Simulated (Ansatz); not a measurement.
# Si (Fd-3m) in Ansatz: a series of runs

The runs below take Si through single point, with HSE(alpha, omega).

Everything below comes from runs of Ansatz 0.2.0. Logs are shortened: lines on timing, memory, paths and dates and some standing lists are left out, and cuts for length are marked.

### 1 The crystal as given

It takes space group Fd-3m (No. 227, cubic). The conventional cell has a = 5.444 Å, b = 5.444 Å, c = 5.444 Å, α = 90.00°, β = 90.00°, γ = 90.00°. Si (site symmetry -43m) is surrounded by 4 Si at 2.36 Å.

### 2 Single point, HSE(alpha, omega)

Contents of input.yaml:

```yaml
crystal:
  lattice:
    - [0.0, 2.7218511865, 2.7218511865]
    - [2.7218511865, 0.0, 2.7218511865]
    - [2.7218511865, 2.7218511865, 0.0]
  atoms:
    - { symbol: Si, position: [0.5, 0.5, 0.5] }
    - { symbol: Si, position: [0.75, 0.75, 0.75] }
kpoints:
  mp_grid: { grid: [4, 4, 4] }
scf:
  occupations: { method: fermi_dirac, width: 0.05 }
hamiltonian:
  xc: { preset: hse06, exx: { coeff: 0.25, omega: 0.2 } }
  pseudopotentials: { kind: all_electron, datasets: crystal }
output:
  forces: true
  stress: true
```

Potentials or basis: all-electron PAW datasets made for the crystal.

Started as:

```
ansatz run input.yaml --threads 1 --pin off --max-ram 3072MiB --backend cpu --events-out ev --progress --plain --runs-dir out
```

Standard output:

```text
Warning: RAYON_NUM_THREADS=1 ignored (pool sized by the plan → 1); use --threads N
hamiltonian.pseudopotentials.datasets: crystal makes datasets for this crystal and solves the spheres of its atoms anew in each pass: cutoff 200.0 eV, the density's 800.0 eV;, for an error of 0.50 meV an atom under PBE, 1.0 meV for the cell; an energy difference from a run of another recipe may be off by several times the error for the cell, under r2SCAN by more, where some 0.1 meV an atom stays at smaller errors; Si in spheres of 1.175 Å, 4 of its electrons in bands
Engine: ansatz 0.2.0, aarch64-unknown-linux-gnu
Pseudopotentials: kind: all_electron
Pseudopotential: Si, paw, valence charge 4, recommended cutoff 200 eV (normal), crystal/all_electron/pbe/scalar/gaussian/Si, Koelling and Harmon's equation, gaussian nucleus
Functional definition: unnamed
  parameter a_1 = 0.25
  parameter omega_1 = 0.2/angstrom
  exchange = pbe_x + (-a_1)*pbe_x_sr(omega_1) + a_1*exact_x_sr(omega_1)
  correlation = pbe_c
Crystal: 2 atoms, lattice volume = 40.330 Å³
Basis set: ecut = 200 eV, 259 PW (Γ), exchange–correlation on 36×36×36 points (8 copies of the dense FFT grid, shifted against one another)
Bands: 8, of which v1, the nominal top of the filled ones, is band 4 counted from 1 (3 counted from 0)
Symmetry: 48 space group operations
Space group: Fd-3m (ITA 227), of the structure as read, at distance tolerance 3.4e-5 Å
k-points: 8 of 64
Non-local potential: Si, projectors of the file, l = 0: 1, l = 1: 1
PAW form: soft (Blöchl's): semilocal exchange-correlation on the pseudo side does not see the compensation charge
PAW one-centre angular grid: Si, 110 points (default); XC on its mesh's 1949 points in the sphere
Initial density: superposition of atomic densities (neutral atoms: chi_scale 0, normalization atom)
Initial wavefunctions: pseudopotential atomic-orbital guess
Functional: x = pbe(κ = 0.804, μ = 0.2195149727645171) + 0.25 (exact − pbe) at short range (hse, ω = 0.2 Å⁻¹), c = pbe(β = 0.06672455060314922)
iter 1 solved again at ethr=9.38e-3 eV; its pass at ethr=1.00e-1 eV (dr2=7.50e-1 eV) is discarded
SCF iter   1: F=—  HF=-15784.482359 eV  |F-HF|=—  |Δ(HF+E_count)|=         —  Δρ=4.75e-2  dr2=8.55e-1  ethr=9.38e-3  ⟨swp⟩=3.0  Hψ=414  notcnv=0
preconditioner: auto → none  [insulator: Δε(μ)=1.021 eV  Ē_g=9.486 eV  σ=0.050 eV  W_gap=1.00  n_scr=8 (ndim 8)  ℏωp=16.5 eV  f_vac=0.006  D(μ)=0.00/eV (n_scr^D=0)]
SCF iter   2: F=—  HF=-15784.347410 eV  |F-HF|=—  |Δ(HF+E_count)|=   1.35e-1  Δρ=2.11e-2  dr2=1.41e-1  ethr=9.38e-3  ⟨swp⟩=2.0  Hψ=128  notcnv=0
iter 3 solved again at ethr=1.12e-5 eV; its pass at ethr=1.77e-3 eV (dr2=8.98e-4 eV) is discarded
SCF iter   3: F=—  HF=-15784.348136 eV  |F-HF|=—  |Δ(HF+E_count)|=   7.26e-4  Δρ=1.83e-3  dr2=8.91e-4  ethr=1.12e-5  ⟨swp⟩=3.1  Hψ=330  notcnv=0
SCF iter   4: F=—  HF=-15785.313996 eV  |F-HF|=—  |Δ(HF+E_count)|=         —  Δρ=3.47e-3  dr2=3.36e-3  ethr=1.11e-5  ⟨swp⟩=4.9  Hψ=318  notcnv=0  defer=1
SCF iter   5: F=—  HF=-15785.313642 eV  |F-HF|=—  |Δ(HF+E_count)|=   3.54e-4  Δρ=1.10e-3  dr2=3.03e-4  ethr=1.11e-5  ⟨swp⟩=3.0  Hψ=161  notcnv=0
SCF iter   6: F=—  HF=-15785.313026 eV  |F-HF|=—  |Δ(HF+E_count)|=   6.17e-4  Δρ=1.08e-4  dr2=5.68e-6  ethr=3.78e-6  ⟨swp⟩=2.6  Hψ=134  notcnv=0
SCF iter   7: F=—  HF=-15785.313042 eV  |F-HF|=—  |Δ(HF+E_count)|=   1.59e-5  Δρ=3.42e-5  dr2=1.94e-7  ethr=7.10e-8  ⟨swp⟩=2.9  Hψ=165  notcnv=0
SCF iter   8: F=-15785.313043 eV  HF=-15785.313043 eV  |F-HF|=1.93e-9  |Δ(HF+E_count)|=   1.17e-6  Δρ=4.73e-6  dr2=5.00e-9  ethr=2.43e-9  ⟨swp⟩=2.4  Hψ=103  notcnv=0
SCF 1 converged in 8 iterations: F = -15785.313018 eV  dr2 = 5.00e-9
  Residual-converged pass: ⟨swp⟩=3.2  Hψ=129  notcnv=0  max |occ|·‖R‖ = 4.2e-6 eV (tolerance 5.3e-6 eV)  dr2=5.52e-9  dr2_onsite=5.57e-9  max |Δocc| = 6.6e-10
hybrid outer 1: dexx = +5.033e-11 eV
hybrid SCF converged: 1 outer / 8 inner (+0 warm-up), last move |dexx| = 5.03e-11 eV
Stability not checked: this state was not tested for a lower state beside it, because the functional holds exact exchange (a hybrid, or Hartree-Fock), whose exchange loop this test does not read (fock_operator; see scf.lower_state_search)
Free energy (F): -15785.313018 eV
Harris-Foulkes:  -15785.313018 eV  (|F-HF|=1.93e-9)
Internal energy: -15785.313018 eV  (E = F + TS)
E sigma→0 (E₀):  -15785.313018 eV
Entropy (-TS):   -0.000000 eV (-0.000 meV/atom)
Past the cutoff: the bands carry plane waves up to 1.75 times it, of which those up to 1.5 times it add -0.000281 eV an atom, each by itself; the spheres take 0.000094 eV an atom off the energy for waves past 1.75 times it
Past the cutoffs: a stress includes 0.0003 GPa for waves and charges beyond them, in addition to the slope of what the spheres take
In the spheres:  the bands' charges fall short by 1.3e-7 e at most (sound up to 1e-3)
Fermi energy:    7.685935 eV
--- Per-component energies (eV) ---
  E_band       = 12.041634
  E_kinetic    = 85.229154
  E_local      = -26.516418  (includes V_loc(G=0)·N_el)
  E_nonlocal   = 16.855342
  E_hartree    = 15.313195
  E_xc         = -62.001411
  E_vxc        = -77.147565  (∫ρ·V_xc dr)
  E_exx        = -11.319751  (= α·E_x^exact, valence–valence)
  E_paw        = -15759.140613  (= ΣΔE_a)
  E_vpaw       = -178.619648  (= ΣTr[D̂ρ^β])
  E_ewald      = -227.985960
  E_smearing   = -0.000000  (= −TS)
  E_closure    = 184.253446  (closes the sum)
  Σ components = -15785.313018   (vs F -15785.313018, Δ=0.00e0)
  The terms above E_closure are by the made datasets' own strengths, without shells solved beside the bands.
--- Forces (eV/Å), atoms counted from 1 ---
  atom   1  Si     0.00000000    -0.00000000     0.00000000
  atom   2  Si     0.00000000    -0.00000000     0.00000000
  max |Σ_I F_I| component: 3.47e-17 eV/Å
--- Stress (GPa, compression-positive) ---
        0.336777       0.000000      -0.000000
       -0.000000       0.336777       0.000000
       -0.000000       0.000000       0.336777
  P = ⅓ Tr σ = 0.3368 GPa (3.368 kbar)
--- Band table (eV; the first three rows and the last of 8) ---
  k-point 0: bands = ["-6.1858", "7.0295", "7.0295", "7.0295", "10.3848", "10.3848"]
  k-point 1: bands = ["-5.3042", "2.7744", "6.2227", "6.2227", "9.8254", "11.3836"]
  k-point 2: bands = ["-3.6115", "-0.6286", "5.7252", "5.7252", "9.3046", "11.1993"]
  k-point 7: bands = ["-1.4125", "-1.4125", "2.8835", "2.8835", "12.1044", "12.1044"]
```

Run time: 4 s. Hardware: 1 thread of Arm Neoverse V2, shared host; peak memory 0.33 GiB.

What came out:

```yaml
Free_energy: -15785.3130 eV
Pressure: 0.3 GPa
Band_gap_on_the_k_mesh: 1.35 eV, indirect (least direct gap 3.36 eV)
```

Levels at points of the mesh, in eV from the valence-band top:
| k point | band 2 | band 3 | band 4 | band 5 | band 6 |
| --- | --- | --- | --- | --- | --- |
| (0.00, 0.00, 0.00) | 0.00 | 0.00 | 0.00 | 3.36 | 3.36 |
| (0.00, 0.00, -0.50) | -7.66 | -1.30 | -1.30 | 2.28 | 4.17 |
| (0.00, -0.50, -0.50) | -8.62 | -3.11 | -3.11 | 1.35 | 1.35 |

Caveat: the k mesh is coarse (spacing up to 0.50 Å⁻¹), so the values aren't converged, least of all with exact exchange.

### 3 Single point, HSE(alpha, omega)

input.yaml, as its differences from that of step 2:

```diff
@@ -13,3 +13,3 @@
 hamiltonian:
-  xc: { preset: hse06, exx: { coeff: 0.25, omega: 0.2 } }
+  xc: { preset: hse06, exx: { coeff: 0.3, omega: 0.2 } }
   pseudopotentials: { kind: all_electron, datasets: crystal }
```

Potentials or basis: all-electron PAW datasets made for the crystal.

Started as:

```
ansatz run input.yaml --threads 1 --pin off --max-ram 3072MiB --backend cpu --events-out ev --progress --plain --runs-dir out
```

Wall time 4.4 s (1 thread of Arm Neoverse V2, shared host); peak memory 0.33 GiB.

It converged, with:

```yaml
Free_energy: -15785.5215 eV
Pressure: 0.0 GPa
Band_gap_on_the_k_mesh: 1.48 eV, indirect (least direct gap 3.53 eV)
```

Levels at points of the mesh, in eV from the valence-band top:
```csv
k point,band 2,band 3,band 4,band 5,band 6
"(0.00, 0.00, 0.00)",0.00,0.00,0.00,3.53,3.53
"(0.00, 0.00, -0.50)",-7.79,-1.32,-1.32,2.44,4.35
"(0.00, -0.50, -0.50)",-8.78,-3.17,-3.17,1.48,1.48
```

Caveat: the k mesh is coarse (spacing up to 0.50 Å⁻¹), so the values aren't converged, least of all with exact exchange. A k mesh can miss the band edges.

### 4 Single point, HSE(alpha, omega)

input.yaml, as its differences from that of step 3:

```diff
@@ -13,3 +13,3 @@
 hamiltonian:
-  xc: { preset: hse06, exx: { coeff: 0.3, omega: 0.2 } }
+  xc: { preset: hse06, exx: { coeff: 0.4, omega: 0.2 } }
   pseudopotentials: { kind: all_electron, datasets: crystal }
```

Started as:

```
ansatz run input.yaml --threads 1 --pin off --max-ram 3072MiB --backend cpu --events-out ev --progress --plain --runs-dir out
```

Wall time 4.8 s (1 thread of Arm Neoverse V2, shared host); peak memory 0.33 GiB.

It converged, with:

```
Free energy            : -15785.9538 eV
Pressure               : -0.6 GPa
Band gap on the k mesh : 1.76 eV, indirect (least direct gap 3.88 eV)
```

Levels at points of the mesh, in eV from the valence-band top:
```
             k point  band 1  band 2  band 3  band 4  band 5  band 6
  (0.00, 0.00, 0.00)  -13.97    0.00    0.00    0.00    3.88    3.88
 (0.00, 0.00, -0.50)  -11.24   -8.06   -1.36   -1.36    2.77    4.70
(0.00, -0.50, -0.50)   -9.09   -9.09   -3.26   -3.26    1.76    1.76
```

Caveat: the k mesh is coarse (spacing up to 0.50 Å⁻¹), so the values aren't converged, least of all with exact exchange. A k mesh can miss the band edges.

### 5 Single point, HSE(alpha, omega)

input.yaml, as its differences from that of step 4:

```diff
@@ -13,3 +13,3 @@
 hamiltonian:
-  xc: { preset: hse06, exx: { coeff: 0.4, omega: 0.2 } }
+  xc: { preset: hse06, exx: { coeff: 0.5, omega: 0.2 } }
   pseudopotentials: { kind: all_electron, datasets: crystal }
```

Started as:

```
ansatz run input.yaml --threads 1 --pin off --max-ram 3072MiB --backend cpu --events-out ev --progress --plain --runs-dir out
```

Run time: 4.7 s. Hardware: 1 thread of Arm Neoverse V2, shared host; peak memory 0.33 GiB.

It converged, with:

| Item | Value |
| --- | --- |
| Free energy | -15786.4060 eV |
| Pressure | -1.1 GPa |
| Band gap on the k mesh | 2.05 eV, indirect (least direct gap 4.23 eV) |

Levels at points of the mesh, in eV from the valence-band top:
```tsv
k point	band 2	band 3	band 4	band 5	band 6
(0.00, 0.00, 0.00)	0.00	0.00	0.00	4.23	4.23
(0.00, 0.00, -0.50)	-8.32	-1.40	-1.40	3.12	5.07
(0.00, -0.50, -0.50)	-9.40	-3.36	-3.36	2.05	2.05
```

Caveat: the k mesh is coarse (spacing up to 0.50 Å⁻¹), so the values aren't converged, least of all with exact exchange. A k mesh can miss the band edges.

### 6 Summary

| share of exact exchange | gap on the mesh (eV) | pressure (GPa) |
| --- | --- | --- |
| 0.25 | 1.35 | 0.3 |
| 0.3 | 1.48 | 0.0 |
| 0.4 | 1.76 | -0.6 |
| 0.5 | 2.05 | -1.1 |

Alike in all rows: task single point; level HSE(alpha, omega); potentials or basis all-electron PAW datasets made for the crystal; no spin polarisation; cell as given; k mesh 4 × 4 × 4; cutoff (eV) 200; smearing fermi-dirac 0.05 eV; the mesh is coarse, so values aren't converged.

Caveats: all runs use coarse meshes.

Compare energies only between runs with the same functional and basis.
